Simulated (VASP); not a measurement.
# HfH2 (I4/mmm) in VASP: notebook

The runs below take HfH2 through single point, with PBEsol.

Program: VASP 6.6.1. These are calculated values, not measurements. Logs are shortened: lines on timing, memory, paths and dates and some standing lists are left out, and cuts for length are marked.

**1. Starting point**

Symmetry: I4/mmm, No. 139, tetragonal system. The conventional cell has a = 3.478 Å, b = 3.478 Å, c = 4.361 Å, α = 90.00°, β = 90.00°, γ = 90.00°. Around Hf (site symmetry 4/mmm) lie 8 H at 2.05 Å. Around H (site symmetry -4m2) lie 4 Hf at 2.05 Å and 2 H at 2.18 Å.

**2. Single point, PBEsol**

INCAR

```
PREC = Accurate
ENCUT = 460
EDIFF = 1E-6
ISMEAR = 1
SIGMA = 0.15
LREAL = False
LASPH = True
NELM = 100
ALGO = Normal
ISIF = 2
LWAVE = False
LCHARG = False
GGA = PS
NBANDS = 13
ADDGRID = False
```

KPOINTS

```
Automatic mesh
0
Gamma
  5 5 5
```

POSCAR

```
HfH2
1.0
   -1.7390000000      1.7390000000      2.1805000000
    1.7390000000     -1.7390000000      2.1805000000
    1.7390000000      1.7390000000     -2.1805000000
Hf H
1 2
Direct
    0.0000000000      0.0000000000      0.0000000000
    0.2500000000      0.7500000000      0.5000000000
    0.7500000000      0.2500000000      0.5000000000
```

Potentials or basis: VASP PAW PBE potentials, release 64 (Hf_pv, H_s).

Run with:

```console
> cat potpaw_PBE.64/Hf_pv/POTCAR potpaw_PBE.64/H_s/POTCAR > POTCAR
> mpirun -np 1 vasp_std > vasp.out
```

OUTCAR:

```text
PREC = Accurate
   ENCUT = 460
   EDIFF = 1E-6
   ISMEAR = 1
   LREAL = False
   LASPH = True
   NELM = 100
   ISIF = 2
   GGA = PS

 Found     18 irreducible k-points:

 Following reciprocal coordinates:
            Coordinates               Weight
  0.000000  0.000000  0.000000      1.000000
  0.200000 -0.000000  0.000000      8.000000
  0.400000  0.000000  0.000000      8.000000
  0.200000  0.200000  0.000000      8.000000
  0.400000  0.200000  0.000000     16.000000
 -0.400000  0.200000  0.000000     16.000000
   k-points           NKPTS =     18   k-points in BZ     NKDIM =     18   number of bands    NBANDS=     13
   number of dos      NEDOS =    301   number of ions     NIONS =      3
   total plane-waves  NPLWV =  13824
   dimension x,y,z NGX =    24 NGY =   24 NGZ =   24
   dimension x,y,z NGXF=    48 NGYF=   48 NGZF=   48
   ions per type =               1   2
   NGX,Y,Z   is equivalent  to a cutoff of  12.14, 12.14, 12.14 a.u.
   NGXF,Y,Z  is equivalent  to a cutoff of  24.28, 24.28, 24.28 a.u.
 SYSTEM =  unknown system
   PREC   = accura    normal or accurate (medium, high low for compatibility)
   ISTART =      0    job   : 0-new  1-cont  2-samecut
   ICHARG =      2    charge: 1-file 2-atom 10-const
   ISPIN  =      1    spin polarized calculation?
   LNONCOLLINEAR =      F non collinear calculations
   LSORBIT =      F    spin-orbit coupling
   LASPH  =      T    aspherical Exc in radial PAW
   ENCUT  =  460.0 eV  33.81 Ry    5.81 a.u.   5.75  5.75  5.75*2*pi/ulx,y,z
   NELM   =    100;   NELMIN=  2; NELMDL= -5     # of ELM steps
   EDIFF  = 0.1E-05   stopping-criterion for ELM
   LREAL  =      F    real-space projection
   EDIFFG = 0.1E-04   stopping-criterion for IOM
   NSW    =      0    number of steps for IOM
   IBRION =     -1    ionic relax: 0-MD 1-quasi-New 2-CG
   NFREE  =      0    steps in history (QN), initial steepest desc. (CG)
   ISIF   =      2    stress and relaxation
   ISYM   =      2    0-nonsym 1-usesym 2-fastsym
   POTIM  = 0.5000    time-step for ionic-motion
   TEBEG  =    0.0;   TEEND  =   0.0 temperature during run
   PSTRESS=    0.0 pullay stress
   NELECT =      12.0000    total number of electrons
   NUPDOWN=      -1.0000    fix difference up-down
   EMIN   =  10.00;   EMAX   =-10.00  energy-range for DOS
   EFERMI =   0.00;   METHOD = LEGACY
   ISMEAR =     1;   SIGMA  =   0.15  broadening in eV -4-tet -1-fermi 0-gaus
   EFERMI_NEDOS =   21; number of points for ismear=-14 and -15
   IALGO  =     38    algorithm
   IMIX   =      4    mixing-type and parameters
     AMIX     =   0.40;   BMIX     =  1.00
     AMIX_MAG =   1.60;   BMIX_MAG =  1.00
  volume/ion in A,a.u.               =       8.79        59.33
  Fermi-wavevector in a.u.,A,eV,Ry     =   1.259109  2.379372 21.570088  1.585357
  Thomas-Fermi vector in A             =   2.392686
   LORBIT       =      0    0 simple, 1 ext, 2 COOP (PROOUT), +10 PAW based schemes
   GGA     = PS    functional components
   LHFCALC =     F    Hartree Fock is set to
   AEXX    =    0.0000 exact exchange contribution
   IVDW    =     0    specifies the selected vdW correction
   LEPSILON=     F    determine dielectric tensor
   LRPA    =     F    only Hartree local field effects (RPA)
 non-spin polarized calculation
 Methfessel and Paxton  Order N= 1 SIGMA  =   0.15
  energy-cutoff  :      460.00
  volume of cell :       26.38
 maximum number of plane-waves:       603
   NGX = 11   NGY = 11   NGZ = 11

 number of electron      11.9999999 magnetization

 Free energy of the ion-electron system (eV)
  ---------------------------------------------------
  ext. energy  EPLUGINS =         0.00000000
  ---------------------------------------------------
  free energy    TOTEN  =       -18.83939966 eV

  energy without entropy =      -18.84009325  energy(sigma->0) =      -18.83963086

 E-fermi :   5.3833     XC(G=0): -11.5337

 val. band max:        5.2370580316   @ k =  -0.2000   0.2000   0.0000
 cond. band min:       5.4601693662   @ k =  -0.2000   0.4000   0.2000
 fundamental gap:      0.2231113346
 Fermi energy:         5.3833298632

 k-point     1 :       0.0000    0.0000    0.0000
  band No.  band energies     occupation
      1     -25.7312      2.00000
      2     -25.7312      2.00000
      3     -25.6654      2.00000
      4      -6.0355      2.00000
      5       3.9807      2.00000
      6       4.7360      2.00000
      7       4.7360      2.00000
      8       5.5192     -0.02468
      9       7.0591     -0.00000
     10       8.4027      0.00000
     11      16.6179      0.00000
     12      17.0594      0.00000
     13      17.0594      0.00000

 k-point     2 :       0.2000   -0.0000    0.0000
  band No.  band energies     occupation
      1     -25.9138      2.00000
      2     -25.7711      2.00000
      3     -25.6982      2.00000
      4      -5.0185      2.00000
      5       1.0937      2.00000
      6       4.9606      2.00050
      7       5.7005     -0.01085
      8       7.1576     -0.00000
      9       7.8203     -0.00000
     10       9.1188      0.00000
     11      13.8256      0.00000
     12      17.5281      0.00000
     13      17.8971      0.00000

 k-point     3 :       0.4000    0.0000    0.0000
  band No.  band energies     occupation
      1     -26.2241      2.00000
      2     -25.8350      2.00000
      3     -25.7187      2.00000
      4      -3.3521      2.00000
      5      -0.0401      2.00000
      6       4.5033      2.00000
      7       5.8345     -0.00018
      8       8.6429      0.00000
      9       9.2958      0.00000
     10      10.0132      0.00000
     11      12.2881      0.00000
     12      16.0060      0.00000
     13      17.4167      0.00000

 k-point     4 :       0.2000    0.2000    0.0000
  band No.  band energies     occupation
      1     -26.0788      2.00000
      2     -25.8823      2.00000
      3     -25.7289      2.00000
      4      -3.5161      2.00000
      5      -0.3755      2.00000
      6       4.4680      2.00000
      7       6.4656     -0.00000
      8       6.9188     -0.00000
      9       9.3191      0.00000
     10      11.9705      0.00000
     11      13.1819      0.00000
     12      14.0748      0.00000
     13      17.3790      0.00000

 k-point     5 :       0.4000    0.2000    0.0000
  band No.  band energies     occupation
      1     -26.2031      2.00000
      2     -25.9574      2.00000
      3     -25.7700      2.00000
      4      -2.3048      2.00000
      5      -0.5155      2.00000
      6       3.5648      2.00000
      7       6.2798     -0.00000
      8       8.5935      0.00000
      9       9.8409      0.00000
     10      10.9206      0.00000
     11      12.7084      0.00000
     12      14.1600      0.00000
     13      17.5546      0.00000

 k-point     6 :      -0.4000    0.2000    0.0000
  band No.  band energies     occupation
      1     -26.1405      2.00000
      2     -25.8568      2.00000
      3     -25.7827      2.00000
      4      -3.0117      2.00000
      5      -0.3988      2.00000
      6       3.6682      2.00000
      7       6.4546     -0.00000
      8       7.8828     -0.00000
      9       9.2282      0.00000
     10      12.0310      0.00000
     11      13.1658      0.00000
     12      14.6070      0.00000
     13      16.4944      0.00000

 [... further k-points ...]

------------------------ aborting loop because EDIFF is reached ----------------------------------------

  FORCE on cell =-STRESS in cart. coord.  units (eV):
  Direction    XX          YY          ZZ          XY          YZ          ZX
  --------------------------------------------------------------------------------------
  -------------------------------------------------------------------------------------
  Total       -1.0100831     -1.0100831     -0.8308330      0.0000000      0.0000000      0.0000000
  in kB      -61.3553488    -61.3553488    -50.4671845      0.0000000      0.0000000      0.0000000
  external PRESSURE =     -57.7259607 kB  Pullay stress =       0.0000000 kB

 VOLUME and BASIS-vectors are now :
 -----------------------------------------------------------------------------
  energy-cutoff  :      460.00
  volume of cell :       26.38
      direct lattice vectors                 reciprocal lattice vectors
    -1.739000000  1.739000000  2.180500000     0.000000000  0.287521564  0.229305205
     1.739000000 -1.739000000  2.180500000     0.287521564  0.000000000  0.229305205
     1.739000000  1.739000000 -2.180500000     0.287521564  0.287521564  0.000000000

 POSITION                                       TOTAL-FORCE (eV/Angst)
 -----------------------------------------------------------------------------------
      0.00000      0.00000      0.00000        -0.000000     -0.000000      0.000000
      1.73900     -0.00000      1.09025         0.000000     -0.000000      0.000000
     -0.00000      1.73900      1.09025         0.000000      0.000000     -0.000000
 -----------------------------------------------------------------------------------
    total drift:                                0.000000      0.000000      0.000000

  FREE ENERGIE OF THE ION-ELECTRON SYSTEM (eV)
  ---------------------------------------------------
  free  energy   TOTEN  =       -18.8393996638 eV

  energy  without entropy=      -18.8400932510  energy(sigma->0) =      -18.83963086
```

Run time: 3.1 s. Hardware: 1 thread of Intel Xeon 6975P-C (Granite Rapids), shared host; peak memory 0.13 GiB.

These settings aren't checked as converged: the numbers below hold their error.

Results:

```yaml
Free_energy: -18.8394 eV
Pressure: -5.8 GPa
Band_gap_on_the_k_mesh: none (metal or under the smearing width)
```

Caveat: the k mesh is coarse (spacing up to 0.51 Å⁻¹), so the values aren't converged; the PAW data sets were made with another functional, which shifts forces and pressure a little.

**3. Single point, PBEsol**

INCAR: that of step 2 with these lines changed.

```diff
@@ -1,3 +1,3 @@
 PREC = Accurate
-ENCUT = 460
+ENCUT = 340
 EDIFF = 1E-6
```

KPOINTS

```
Automatic mesh
0
Gamma
  6 6 6
```

POSCAR is that of step 2.

Potentials or basis: VASP PAW PBE potentials, release 64 (Hf_pv, H_s).

Run with:

```console
> cat potpaw_PBE.64/Hf_pv/POTCAR potpaw_PBE.64/H_s/POTCAR > POTCAR
> mpirun -np 1 vasp_std > vasp.out
```

It took 3.6 s on 1 thread of Intel Xeon 6975P-C (Granite Rapids), shared host; peak memory 0.12 GiB.

These settings aren't checked as converged: the numbers below hold their error.

Results:

* Free energy: -18.8252 eV
* Pressure: -6.1 GPa
* Band gap on the k mesh: none (metal or under the smearing width)

Caveat: the k mesh is coarse (spacing up to 0.43 Å⁻¹), so the values aren't converged; the PAW data sets were made with another functional, which shifts forces and pressure a little.

**4. Single point, PBEsol**

INCAR: that of step 3 with these lines changed.

```diff
@@ -1,3 +1,3 @@
 PREC = Accurate
-ENCUT = 340
+ENCUT = 520
 EDIFF = 1E-6
```

KPOINTS

```
Automatic mesh
0
Gamma
  5 5 5
```

POSCAR is that of step 3.

Run with:

```console
> cat potpaw_PBE.64/Hf_pv/POTCAR potpaw_PBE.64/H_s/POTCAR > POTCAR
> mpirun -np 1 vasp_std > vasp.out
```

Wall time 3 s (1 thread of Intel Xeon 6975P-C (Granite Rapids), shared host); peak memory 0.13 GiB.

These settings aren't checked as converged: the numbers below hold their error.

What came out:

| Quantity | Value |
| --- | --- |
| Free energy | -18.8398 eV |
| Pressure | -5.7 GPa |
| Band gap on the k mesh | none (metal or under the smearing width) |

Caveat: the k mesh is coarse (spacing up to 0.51 Å⁻¹), so the values aren't converged; the PAW data sets were made with another functional, which shifts forces and pressure a little.

**5. Single point, PBEsol**

INCAR: that of step 4 with these lines changed.

```diff
@@ -1,3 +1,3 @@
 PREC = Accurate
-ENCUT = 520
+ENCUT = 400
 EDIFF = 1E-6
```

KPOINTS

```
Automatic mesh
0
Gamma
  6 6 6
```

POSCAR is that of step 4.

Run with:

```console
> cat potpaw_PBE.64/Hf_pv/POTCAR potpaw_PBE.64/H_s/POTCAR > POTCAR
> mpirun -np 1 vasp_std > vasp.out
```

It took 3.7 s on 1 thread of Intel Xeon 6975P-C (Granite Rapids), shared host; peak memory 0.13 GiB.

These settings aren't checked as converged: the numbers below hold their error.

Results:

```
Free energy            : -18.8301 eV
Pressure               : -5.7 GPa
Band gap on the k mesh : none (metal or under the smearing width)
```

Caveat: the k mesh is coarse (spacing up to 0.43 Å⁻¹), so the values aren't converged; the PAW data sets were made with another functional, which shifts forces and pressure a little.
